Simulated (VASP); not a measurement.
Calculation: PBE0 hybrid, VASP's PBE PAW potentials (set 64) (plane waves; VASP).

VASP ran on this input.

File KPOINTS:
```
K-points
0
G
4 4 4
```

**INCAR**
```
ENCUT = 520   ! plane-wave cut-off (eV)
ISYM = 3
ISMEAR = 0   ! Gaussian
HFRCUT = -1
LHFCALC = .True.
SIGMA = 0.05   ! width (eV)
NELM = 60
ALGO = Normal   ! blocked Davidson
PREC = Accurate
LREAL = .False.   ! projection in real space or not
AEXX = 0.25
LMAXMIX = 4   ! l cut-off of mixed one-centre charges
PRECFOCK = Fast
ISIF = 2
SYSTEM = CsBr
GGA = PE
LCHARG = .False.
LWAVE = .False.
LASPH = .True.   ! aspherical one-centre terms
EDIFF = 1E-6
```

**POSCAR**
```
CsBr
1
    4.3464536114     0.0000000000     0.0000000000
    0.0000000000     4.3464536114     0.0000000000
    0.0000000000     0.0000000000     4.3464536114
Cs Br
1 1
Direct
  0.0000000000   0.0000000000   0.0000000000
  0.5000000000   0.5000000000   0.5000000000
```

POTCAR, in this order: Cs_sv Br (PBE.64 set). Program: vasp_std. Read from the step before: WAVECAR.

The resulting files:

File OSZICAR:
```
       N       E                     dE             d eps       ncg     rms          rms(c)
DAV:   1    -0.750369094603E+01   -0.75037E+01   -0.38304E-01   240   0.533E+00    0.106E+00
DAV:   2    -0.750659164432E+01   -0.29007E-02   -0.78026E-03   248   0.607E-01    0.676E-01
DAV:   3    -0.750572796496E+01    0.86368E-03   -0.78692E-04   268   0.205E-01    0.403E-01
DAV:   4    -0.750546467927E+01    0.26329E-03   -0.36064E-04   244   0.130E-01    0.239E-01
DAV:   5    -0.750540095746E+01    0.63722E-04   -0.94534E-05   264   0.676E-02    0.141E-01
DAV:   6    -0.750538277240E+01    0.18185E-04   -0.18417E-05   264   0.343E-02    0.833E-02
DAV:   7    -0.750537770653E+01    0.50659E-05   -0.43345E-06   268   0.193E-02    0.489E-02
DAV:   8    -0.750537692856E+01    0.77797E-06   -0.12962E-06   168   0.119E-02
   1 F= -.75053769E+01 E0= -.75053769E+01  d E =-.105149E-10
```

File OUTCAR:
```
------------------------ aborting loop because EDIFF is reached ----------------------------------------
  FORCE on cell =-STRESS in cart. coord.  units (eV):
  Direction    XX          YY          ZZ          XY          YZ          ZX
  --------------------------------------------------------------------------------------
  Total        0.0205853      0.0205853      0.0205853      0.0000000      0.0000000     -0.0000000
  in kB        0.4016637      0.4016637      0.4016637      0.0000000      0.0000000     -0.0000000
  external PRESSURE =       0.4016637 kB  Pullay stress =       0.0000000 kB
  volume of cell :       82.11
      direct lattice vectors                 reciprocal lattice vectors
     4.346453611  0.000000000  0.000000000     0.230072627  0.000000000  0.000000000
     0.000000000  4.346453611  0.000000000     0.000000000  0.230072627  0.000000000
     0.000000000  0.000000000  4.346453611     0.000000000  0.000000000  0.230072627
 POSITION                                       TOTAL-FORCE (eV/Angst)
 -----------------------------------------------------------------------------------
      0.00000      0.00000      0.00000         0.000000      0.000000      0.000000
      2.17323      2.17323      2.17323         0.000000      0.000000      0.000000
 -----------------------------------------------------------------------------------
    total drift:                                0.000000      0.000000      0.000000
  FREE ENERGIE OF THE ION-ELECTRON SYSTEM (eV)
  ---------------------------------------------------
  free  energy   TOTEN  =        -7.5053769286 eV

  energy  without entropy=       -7.5053769286  energy(sigma->0) =       -7.50537693

  exchange ACFDT corr.  =         0.00000000  see jH, gK, PRB 81, 115126
```
(Selected blocks of OUTCAR.)

The compound is CsBr in the CsCl type structure. This cell is one point of a volume scan, at 0.97 of the reference volume. The cell's shape comes from a PBE relaxation.
